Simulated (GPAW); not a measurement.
# A GW chain in GPAW: NaF (Villiaumite)

How does a plane-wave GW calculation on NaF (Villiaumite) run from the first input to the gap?

Main program and level: GPAW 26.7.0; PBE and many-body steps on it, plane waves.

**1. The starting structure**

The structure is cubic, space group Fm-3m (No. 225). Conventional cell: a = 4.640 Å, b = 4.640 Å, c = 4.640 Å, α = 90.00°, β = 90.00°, γ = 90.00°. Na has 6 F at 2.32 Å nearest. Nearest to F lie 6 Na at 2.32 Å. Farther neighbours and most contacts between anions are not listed.

The cell and positions come from the Crystallography Open Database and are kept as given unless a step says otherwise.

**2. Ground state**

This step: GPAW 26.7.0; DFT, PBE, plane waves, PAW.

The ground-state density comes first.

run.py reads:

```python
import json
import numpy as np
from gpaw.mpi import world
from ase import Atoms
from gpaw import GPAW, PW, FermiDirac

atoms = Atoms(['Na', 'F'],
    cell=[[0.0000000000, 2.3200000000, 2.3200000000],
      [2.3200000000, 0.0000000000, 2.3200000000],
      [2.3200000000, 2.3200000000, 0.0000000000]],
    scaled_positions=[[0.0000000000, 0.0000000000, 0.0000000000],
      [0.5000000000, 0.5000000000, 0.5000000000]],
    pbc=(True, True, True))
calc = GPAW(mode=PW(600),
    xc='PBE',
    kpts={'size': (8, 8, 8), 'gamma': True},
    occupations=FermiDirac(0.001),
    nbands=-7,
    convergence={'density': 1e-6, 'bands': -3},
    maxiter=100,
    txt='gs.txt')
atoms.calc = calc
res = {'energy': atoms.get_potential_energy()}
kpts = calc.get_ibz_k_points()
res['kpts'] = kpts
res['eigenvalues'] = [calc.get_eigenvalues(kpt=k) for k in range(len(kpts))]
res['n_electrons'] = calc.get_number_of_electrons()
calc.write('gs.gpw')

if world.rank == 0:
    with open('result.json', 'w') as f:
        json.dump(res, f, default=lambda x: x.tolist())
```

Launch:

```sh
$ mpirun -n 4 gpaw python run.py
```

Log:

```text
__  _  _
 | _ |_)|_||  |
 |__||  | ||/\| - 26.7.0

Input parameters:
  mode=PW(ecut=600.0),
  convergence={'density': 1e-06, 'bands': -3},
  kpts=MonkhorstPack(size=(8, 8, 8), gamma=True),
  maxiter=100,
  nbands=-7,
  occupations=Occupations(name='fermi-dirac', width=0.001, fixmagmom=False),
  xc=XC(name='PBE')
  [... matrices ...]
Diagonalizing LCAO Hamiltonian
Converting LCAO to pw mode

               F

       Na

Atoms  # Å, Bohr magnetons
|   | symbol |        x |        y |        z |    initial magnetic moments |
| 0 |     Na | 0.000000 | 0.000000 | 0.000000 | ( 0.0000,  0.0000,  0.0000) |
| 1 |      F | 2.320000 | 2.320000 | 2.320000 | ( 0.0000,  0.0000,  0.0000) |

Unit cell  # Å
| periodic |        x |        y |        z |  lengths |    angles |
|      yes | 0.000000 | 2.320000 | 2.320000 | 3.280975 | 60.000000 |
|      yes | 2.320000 | 0.000000 | 2.320000 | 3.280975 | 60.000000 |
|      yes | 2.320000 | 2.320000 | 0.000000 | 3.280975 | 60.000000 |

Number of symmetries: 48
Symmetry operations  # r_c * U_cc + t_c -> r_c
|    | kind |            matrix            |
|  0 |  σ   |  1, 0, 0,  1, 0,-1,  1,-1, 0 |
|  1 |  C2  |  1, 0, 0,  1,-1, 0,  1, 0,-1 |
|  2 |  E   |  1, 0, 0,  0, 1, 0,  0, 0, 1 |
|  3 |  σ   |  1, 0, 0,  0, 0, 1,  0, 1, 0 |
|  4 |  C4  |  1, 0,-1,  1, 0, 0,  1,-1, 0 |
|  5 |  S6  |  1, 0,-1,  1,-1, 0,  1, 0, 0 |
|  6 |  σ   |  1, 0,-1,  0, 1,-1,  0, 0,-1 |
|  7 |  C3  |  1, 0,-1,  0, 0,-1,  0, 1,-1 |
|  8 |  S6  |  1,-1, 0,  1, 0, 0,  1, 0,-1 |
|  9 |  C4  |  1,-1, 0,  1, 0,-1,  1, 0, 0 |
| 10 |  C3  |  1,-1, 0,  0,-1, 1,  0,-1, 0 |
| 11 |  σ   |  1,-1, 0,  0,-1, 0,  0,-1, 1 |
| 12 |  σ   |  0, 1, 0,  1, 0, 0,  0, 0, 1 |
| 13 |  C4  |  0, 1, 0,  0, 1,-1, -1, 1, 0 |
| 14 |  C3  |  0, 1, 0,  0, 0, 1,  1, 0, 0 |
| 15 |  S6  |  0, 1, 0, -1, 1, 0,  0, 1,-1 |
| 16 |  C2  |  0, 1,-1,  1, 0,-1,  0, 0,-1 |
| 17 |  σ   |  0, 1,-1,  0, 1, 0, -1, 1, 0 |
| 18 |  S4  |  0, 1,-1,  0, 0,-1,  1, 0,-1 |
| 19 |  C4  |  0, 1,-1, -1, 1, 0,  0, 1, 0 |
| 20 |  C3  |  0, 0, 1,  1, 0, 0,  0, 1, 0 |
| 21 |  σ   |  0, 0, 1,  0, 1, 0,  1, 0, 0 |
| 22 |  S6  |  0, 0, 1,  0,-1, 1, -1, 0, 1 |
| 23 |  C4  |  0, 0, 1, -1, 0, 1,  0,-1, 1 |
| 24 |  S4  |  0, 0,-1,  1, 0,-1,  0, 1,-1 |
| 25 |  C3  |  0, 0,-1,  0, 1,-1,  1, 0,-1 |
| 26 |  C2  |  0, 0,-1,  0,-1, 0, -1, 0, 0 |
| 27 |  S6  |  0, 0,-1, -1, 0, 0,  0,-1, 0 |
| 28 |  S4  |  0,-1, 1,  1,-1, 0,  0,-1, 0 |
| 29 |  C4  |  0,-1, 1,  0, 0, 1, -1, 0, 1 |
| 30 |  C2  |  0,-1, 1,  0,-1, 0,  1,-1, 0 |
| 31 |  σ   |  0,-1, 1, -1, 0, 1,  0, 0, 1 |
| 32 |  C3  |  0,-1, 0,  1,-1, 0,  0,-1, 1 |
| 33 |  S6  |  0,-1, 0,  0, 0,-1, -1, 0, 0 |
| 34 |  S4  |  0,-1, 0,  0,-1, 1,  1,-1, 0 |
| 35 |  C2  |  0,-1, 0, -1, 0, 0,  0, 0,-1 |
| 36 |  C2  | -1, 1, 0,  0, 1, 0,  0, 1,-1 |
| 37 |  S6  | -1, 1, 0,  0, 1,-1,  0, 1, 0 |
| 38 |  S4  | -1, 1, 0, -1, 0, 1, -1, 0, 0 |
| 39 |  C3  | -1, 1, 0, -1, 0, 0, -1, 0, 1 |
| 40 |  S6  | -1, 0, 1,  0, 0, 1,  0,-1, 1 |
| 41 |  C2  | -1, 0, 1,  0,-1, 1,  0, 0, 1 |
| 42 |  C3  | -1, 0, 1, -1, 1, 0, -1, 0, 0 |
| 43 |  S4  | -1, 0, 1, -1, 0, 0, -1, 1, 0 |
| 44 |  C2  | -1, 0, 0,  0, 0,-1,  0,-1, 0 |
| 45 |  i   | -1, 0, 0,  0,-1, 0,  0, 0,-1 |
| 46 |  σ   | -1, 0, 0, -1, 1, 0, -1, 0, 1 |
| 47 |  C2  | -1, 0, 0, -1, 0, 1, -1, 1, 0 |

BZ-sampling:
  Number of BZ points: 512
  Number of IBZ points: 29

  Monkhorst-Pack size: [8, 8, 8]
  Monkhorst-Pack shift: [0.0625, 0.0625, 0.0625]

K-points  # in reciprocal-cell coordinates
|     |                                coordinates |     weight |
|   0 | (  0.00000000,   0.00000000,   0.00000000) | 0.00195312 |
|   1 | (  0.12500000,   0.12500000,   0.00000000) | 0.01171875 |
|   2 | (  0.12500000,   0.12500000,   0.12500000) | 0.01562500 |
|   3 | (  0.25000000,   0.12500000,   0.12500000) | 0.02343750 |
|   4 | (  0.25000000,   0.25000000,   0.00000000) | 0.01171875 |
|   5 | (  0.25000000,   0.25000000,   0.12500000) | 0.04687500 |
|   6 | (  0.25000000,   0.25000000,   0.25000000) | 0.01562500 |
|   7 | (  0.37500000,   0.25000000,  -0.37500000) | 0.04687500 |
|   8 | (  0.37500000,   0.25000000,   0.12500000) | 0.04687500 |
|   9 | (  0.37500000,   0.25000000,   0.25000000) | 0.04687500 |
| ... |                                            |            |
|  28 | (  0.50000000,   0.50000000,   0.50000000) | 0.00781250 |

Plane wave coefficients: 869
Cutoff: 600.0 eV

Spin-components: 1 (collinear spins)
Bands:           14
Projectors:      10
Spin-degeneracy: 2
Datatype:        complex128

  Storage: CPU
  Wave functions: 5_645_024 bytes (1_411_256 per core)
  Projectors: 8_467_536 bytes (2_116_884 per core)
  [... matrices ...]
Parallelization:
  kpt:    4
  domain: 1
  band:   1

Density:
  Valence electrons: 14.0
  Components: 1
  Grid points: [20 20 20]
  Charge: 0.0  # |e|

Potential:
  Grid points: [20 20 20]

species:
  Na:
    name:    Sodium
    Z:       11.0
    valence: 7
    core:    4
    charge:  0.0  # [|e|]
    compensation charges:
      type: gauss
      rc: 0.37  # [Å]
      lmax: 2
    cutoffs:
      filter: 2.17  # [Å]
      core: 2.59  # [Å]
    projectors
    | kind |    occ | energy [eV] | rcut [Å] |
    |   3s |  1.000 |      -2.744 |    1.201 |
    |   2p |  6.000 |     -28.672 |    1.217 |
    |   3p |  0.000 |      -0.743 |    1.217 |
    |    s |        |      24.468 |    1.201 |
    |    d |        |       0.000 |    1.238 |

    Using partial waves for Na as LCAO basis

  F:
    name:    Fluorine
    Z:       9.0
    valence: 7
    core:    2
    charge:  0.0  # [|e|]
    compensation charges:
      type: gauss
      rc: 0.20  # [Å]
      lmax: 2
    cutoffs:
      filter: 1.14  # [Å]
      core: 0.74  # [Å]
    projectors
    | kind |    occ | energy [eV] | rcut [Å] |
    |   2s |  2.000 |     -29.898 |    0.635 |
    |   2p |  5.000 |     -11.110 |    0.635 |
    |    s |        |      -2.687 |    0.635 |
    |    p |        |      16.102 |    0.635 |
    |    d |        |       0.000 |    0.635 |

    Using partial waves for F as LCAO basis

Reference energy: -7132.691283  # eV

eigensolver:
  PPCG
  Converge bands: -3
  niter=2

density mixing:
  MSR1-Mixer
  Pratt-step length: 0.05
  Maximum mixing coefficient: 0.75
  Old densities: 10
  SVD Regularization: 0.005
  Good broyden scale: 1.0
  Trust region scale: 1.0
  Backstep threshold: 4.0
  History deletion threshold: 6.0
  Fourier metric: weight=20.0, sigma=0.015

occupation numbers:
  Fermi-Dirac:
    width: 0.0010  # eV

poisson solver:
  ecut: 4800.0  # eV

xc functional:
  name: PBE with 2 nearest neighbor stencil

Initialization done in: 1.040 s

convergence criteria:
- Maximum integral of absolute [dens]ity change: 1e-06 electrons / valence electron
- Maximum [total energy] change in last 3 cyles: 0.0005 eV / valence electron
- Maximum integral of absolute [eigenst]ate change: 4e-08 eV^2 / valence electron
maximum number of iterations: 100

SCF iterations
|iter     |     time |      energy | eigst |  dens |
|iter:   1|  |   -8.934169 | +2.01 |       |
|iter:   2|  |   -8.812723 | +0.08 | -1.17 |
|iter:   3|  |   -8.482244 | -0.94 | -1.21 |
|iter:   4|  |   -8.488172 | -3.16 | -1.61 |
|iter:   5|  |   -8.493852 | -3.00 | -1.88 |
|iter:   6|  |   -8.493948c| -4.90 | -2.93 |
|iter:   7|  |   -8.493987c| -5.31 | -3.29 |
|iter:   8|  |   -8.493988c| -6.90 | -4.20 |
|iter:   9|  |   -8.493988c| -8.14c| -4.98 |
|iter:  10|  |   -8.493988c| -8.54c| -5.44 |
|iter:  11|  |   -8.493988c| -9.87c| -6.80c|

Converged in 11 steps
SCF loop duration: 1.589 s (0.144 s/step)
Energy contributions relative to reference atoms: (reference = -7132.691283)
  [... matrices ...]
Energy contributions:
  Kinetic:          12.584751
  Coulomb:         -11.836116
  Zero:              0.176891
  External:          0.000000
  Xc:               -9.419515
  Entropy:          -0.000000
  Spinorbit:         0.000000
  ----------------------------
  Free energy:      -8.493988
  Extrapolated:     -8.493988

dipole moment: (-4.317978, -4.317978, -4.317978)  # |e|*Ang

Fermi level: 0.148
Eigenvalues  # (at kpt = [0.000, 0.000, 0.000])
| band index |      eig [eV] | occ [0-2] |
|          0 |       -20.936 |     2.000 |
|          1 |       -20.670 |     2.000 |
|          2 |       -20.670 |     2.000 |
|          3 |       -20.670 |     2.000 |
|          4 |        -1.755 |     2.000 |
|          5 |        -1.755 |     2.000 |
|          6 |        -1.755 |     2.000 |
|          7 |         4.552 |     0.000 |
|          8 |        17.233 |     0.000 |
|          9 |        17.233 |     0.000 |
|         10 |        17.233 |     0.000 |
|         11 |        20.090 |     0.000 |
|         12 |        22.268 |     0.000 |
|         13 |        22.268 |     0.000 |

Gap: 6.307 eV
Transition (v -> c):
  (s=0, k=0, n=6, [0.00, 0.00, 0.00]) -> (s=0, k=0, n=7, [0.00, 0.00, 0.00])
No difference between direct/indirect transitions
# Writing to gs.gpw (mode='')
  [... matrices ...]
```

It took 4.4 s on 4 MPI ranks of Arm Neoverse V2, shared host; peak memory 0.6 GiB.

Numbers from this step:

| Item | Value |
| --- | --- |
| total energy | -8.494 eV |
| gap | 6.307 eV |
| k of the valence top | 0, 0, 0 |
| k of the conduction bottom | 0, 0, 0 |
| least direct gap | 6.307 eV |

The gap is direct, at Γ.

**3. Bands along the symmetry lines**

The cheap functional maps the bands first; the places of the edges decide which points the dearer methods must see.

run.py reads:

```python
import json
import numpy as np
from gpaw.mpi import world
from gpaw import GPAW

path = [[0.000000, 0.000000, 0.000000],
    [0.062500, 0.000000, 0.062500],
    [0.125000, 0.000000, 0.125000],
    [0.187500, 0.000000, 0.187500],
    [0.250000, 0.000000, 0.250000],
    [0.312500, 0.000000, 0.312500],
    [0.375000, 0.000000, 0.375000],
    [0.437500, 0.000000, 0.437500],
    [0.500000, 0.000000, 0.500000],
    [0.515625, 0.031250, 0.515625],
    [0.531250, 0.062500, 0.531250],
    [0.546875, 0.093750, 0.546875],
    [0.562500, 0.125000, 0.562500],
    [0.578125, 0.156250, 0.578125],
    [0.593750, 0.187500, 0.593750],
    [0.609375, 0.218750, 0.609375],
    [0.625000, 0.250000, 0.625000],
    [0.375000, 0.375000, 0.750000],
    [0.328125, 0.328125, 0.656250],
    [0.281250, 0.281250, 0.562500],
    [0.234375, 0.234375, 0.468750],
    [0.187500, 0.187500, 0.375000],
    [0.140625, 0.140625, 0.281250],
    [0.093750, 0.093750, 0.187500],
    [0.046875, 0.046875, 0.093750],
    [0.000000, 0.000000, 0.000000],
    [0.062500, 0.062500, 0.062500],
    [0.125000, 0.125000, 0.125000],
    [0.187500, 0.187500, 0.187500],
    [0.250000, 0.250000, 0.250000],
    [0.312500, 0.312500, 0.312500],
    [0.375000, 0.375000, 0.375000],
    [0.437500, 0.437500, 0.437500],
    [0.500000, 0.500000, 0.500000],
    [0.500000, 0.468750, 0.531250],
    [0.500000, 0.437500, 0.562500],
    [0.500000, 0.406250, 0.593750],
    [0.500000, 0.375000, 0.625000],
    [0.500000, 0.343750, 0.656250],
    [0.500000, 0.312500, 0.687500],
    [0.500000, 0.281250, 0.718750],
    [0.500000, 0.250000, 0.750000],
    [0.500000, 0.218750, 0.718750],
    [0.500000, 0.187500, 0.687500],
    [0.500000, 0.156250, 0.656250],
    [0.500000, 0.125000, 0.625000],
    [0.500000, 0.093750, 0.593750],
    [0.500000, 0.062500, 0.562500],
    [0.500000, 0.031250, 0.531250],
    [0.500000, 0.000000, 0.500000]]
calc = GPAW('gs.gpw').fixed_density(kpts=path,
    symmetry='off',
    nbands=17,
    convergence={'bands': 13},
    txt='bands.txt')
res = {}
kpts = calc.get_ibz_k_points()
res['kpts'] = kpts
res['eigenvalues'] = [calc.get_eigenvalues(kpt=k) for k in range(len(kpts))]
res['n_electrons'] = calc.get_number_of_electrons()

if world.rank == 0:
    with open('result.json', 'w') as f:
        json.dump(res, f, default=lambda x: x.tolist())
```

Launch:

```sh
$ mpirun -n 4 gpaw python run.py
```

Log:

```text
Diagonalizing LCAO Hamiltonian
Converting LCAO to pw mode
convergence criteria:
- Maximum integral of absolute [eigenst]ate change: 4e-08 eV^2 / valence electron
maximum number of iterations: 100

SCF iterations
|iter     |     time |      energy | eigst |  dens |
|iter:   1|  |             | +2.37 |       |
|iter:   2|  |             | +0.77 |       |
|iter:   3|  |             | -0.97 |       |
|iter:   4|  |             | -2.99 |       |
|iter:   5|  |             | -4.95 |       |
|iter:   6|  |             | -6.57 |       |
|iter:   7|  |             | -8.08c|       |
SCF steps: 7
  __  _  _
 | _ |_)|_||  |
 |__||  | ||/\| - 26.7.0

Input parameters:
  mode=PW(ecut=600.0),
  convergence={'bands': 13},
  gpts=array([20, 20, 20]),
  kpts=KPoints(kpts=array([[0.      , 0.      , 0.      ],
         [0.0625  , 0.      , 0.0625  ],
         [0.125   , 0.      , 0.125   ],
         [0.1875  , 0.      , 0.1875  ],
[...]
[0.515625, 0.03125 , 0.515625],
[...]
[0.546875, 0.09375 , 0.546875],
[...]
[0.578125, 0.15625 , 0.578125],
[...]
[0.609375, 0.21875 , 0.609375],
[...]
[0.328125, 0.328125, 0.65625 ],
[...]
[0.234375, 0.234375, 0.46875 ],
[...]
[0.140625, 0.140625, 0.28125 ],
[...]
[0.046875, 0.046875, 0.09375 ],
[...]
[0.5     , 0.0625  , 0.5625  ],
         [0.5     , 0.03125 , 0.53125 ],
         [0.5     , 0.      , 0.5     ]])),
  maxiter=100,
  nbands=17,
  occupations=Occupations(name='fermi-dirac', width=0.001, fixmagmom=False),
  parallel={},
  symmetry=Symmetry(point_group=False, time_reversal=False),
  xc=XC(name='PBE')
```

The job ended after 4.2 s (4 MPI ranks; peak memory 0.63 GiB; 16 s of CPU time).

This step gave:

```yaml
gap: 6.307 eV
k_of_the_valence_top: 0, 0, 0
k_of_the_conduction_bottom: 0, 0, 0
least_direct_gap: 6.307 eV
```

The gap is 6.307 eV, as in the run before at this level.

Electronic bands along the path, in eV, zero at the top of the highest filled band; v1 is the highest filled band, c1 the lowest empty one:

```
    point      v4     v3     v2     v1     c1     c2     c3     c4
        Γ  -18.91   0.00   0.00   0.00   6.31  18.99  18.99  18.99
  halfway  -18.52  -0.90  -0.21  -0.21   8.73  15.02  19.16  19.45
        X  -18.93  -1.26  -0.40  -0.40  13.17  13.33  13.60  19.84
  halfway  -18.70  -1.20  -0.53  -0.39  13.18  13.28  13.90  19.46
        U  -18.49  -1.04  -0.82  -0.37  12.85  13.25  14.71  19.38
jump to K  -18.49  -1.04  -0.82  -0.37  12.85  13.25  14.71  19.38
  halfway  -18.38  -1.01  -0.32  -0.16   8.94  14.75  18.28  20.94
        Γ  -18.91   0.00   0.00   0.00   6.31  18.99  18.99  18.99
  halfway  -18.44  -0.89  -0.13  -0.13   8.17  15.17  19.77  19.77
        L  -18.17  -1.58  -0.25  -0.25  10.79  12.48  20.19  20.19
  halfway  -18.31  -1.30  -0.57  -0.33  11.80  12.73  17.14  19.01
        W  -18.47  -0.86  -0.86  -0.57  13.24  13.24  15.20  16.89
  halfway  -18.62  -1.15  -0.54  -0.49  13.19  13.30  14.18  18.43
        X  -18.93  -1.26  -0.40  -0.40  13.17  13.33  13.60  19.84
```

The electronic bands as a text plot (rows in eV, shown from -8.0 to 12.3 only):

```
   11.9 |          ++      +                          ++
   11.0 |         +         ++                   +++++
   10.2 |       ++            ++                +
    9.3 |                       +            +++
    8.5 |     ++                            +
    7.7 |    +                   ++        +
    6.8 | +++                      +++  +++
    6.0 |+                            ++
    5.1 |
    4.3 |
    3.4 |
    2.6 |
    1.7 |
    0.9 |
    0.0 |**********      ******************************
   -0.8 |    ************************      ****      ************
   -1.7 |          ****                        ********        **
   -2.5 |
   -3.3 |
   -4.2 |
   -5.0 |
   -5.9 |
   -6.7 |
   -7.6 |
         Γ           X  U|K            Γ         L        W     X
```

**4. Empty states on the mesh, 6×6×6 mesh, 234 bands**

The sums over transitions need many empty states on a uniform mesh; this step solves for them.

run.py reads:

```python
import json
import numpy as np
from gpaw.mpi import world
from gpaw import GPAW

calc = GPAW('gs.gpw').fixed_density(kpts={'size': (6, 6, 6), 'gamma': True},
    parallel={'domain': 1, 'band': 1},
    txt='nscf.txt')
calc.diagonalize_full_hamiltonian(nbands=234)
calc.write('full.gpw', mode='all')
res = {}
kpts = calc.get_ibz_k_points()
res['kpts'] = kpts
res['eigenvalues'] = [calc.get_eigenvalues(kpt=k) for k in range(len(kpts))]
res['n_electrons'] = calc.get_number_of_electrons()

if world.rank == 0:
    with open('result.json', 'w') as f:
        json.dump(res, f, default=lambda x: x.tolist())
```

Launch:

```sh
$ mpirun -n 4 gpaw python run.py
```

Log:

```text
Diagonalizing LCAO Hamiltonian
Converting LCAO to pw mode
convergence criteria:
- Maximum integral of absolute [eigenst]ate change: 4e-08 eV^2 / valence electron
maximum number of iterations: 100

SCF iterations
|iter     |     time |      energy | eigst |  dens |
|iter:   1|  |             | +1.95 |       |
|iter:   2|  |             | +0.55 |       |
|iter:   3|  |             | -1.06 |       |
|iter:   4|  |             | -3.30 |       |
|iter:   5|  |             | -5.23 |       |
|iter:   6|  |             | -7.16 |       |
|iter:   7|  |             | -8.20c|       |
SCF steps: 7
  __  _  _
 | _ |_)|_||  |
 |__||  | ||/\| - 26.7.0

Input parameters:
  mode=PW(ecut=600.0),
  convergence={'density': 1e-06, 'bands': -3},
  gpts=array([20, 20, 20]),
  kpts=MonkhorstPack(size=(6, 6, 6), gamma=True),
  maxiter=100,
  nbands=14,
  occupations=Occupations(name='fermi-dirac', width=0.001, fixmagmom=False),
  parallel={'domain': 1, 'band': 1},
  xc=XC(name='PBE')
Matrix size: 869x869
# Writing to full.gpw (mode='all')
  [... matrices ...]

timing:  # [seconds]
  Total: 3.094  # ━━━━━━━━━━━━━━━━━━━━━━━━━━━━━━━━━━━━━━━━━━━━━━━━━━━━━━━━━━━
```

Wall time 6.3 s (4 MPI ranks); peak memory 0.87 GiB; 25 s of CPU time.

This step gave:

```yaml
gap: 6.307 eV
k_of_the_valence_top: 0, 0, 0
k_of_the_conduction_bottom: 0, 0, 0
least_direct_gap: 6.307 eV
k_points_computed: 16
lowest_point_of_the_top_converged_band_above_the_valence_top: 243.9262 eV
```

On this mesh the gap is 6.307 eV.

[end of part 1 of 2]

[Paths, hosts, dates, memory and timing lines, banners, echoed tables and standing remarks are left out of the program output.]

[Logs are printed without paths, hosts, clocks, repeated set-up lines and the standing remarks that a program may print on its own settings, such as how far it seeks lower states.]

[Runs of the session that timed out or met a known fault of the program may be left out.]

[Hosts, paths, dates, database ids (printed as entryN), source tags and the programs' standing remarks are cut or masked in the printed files.]
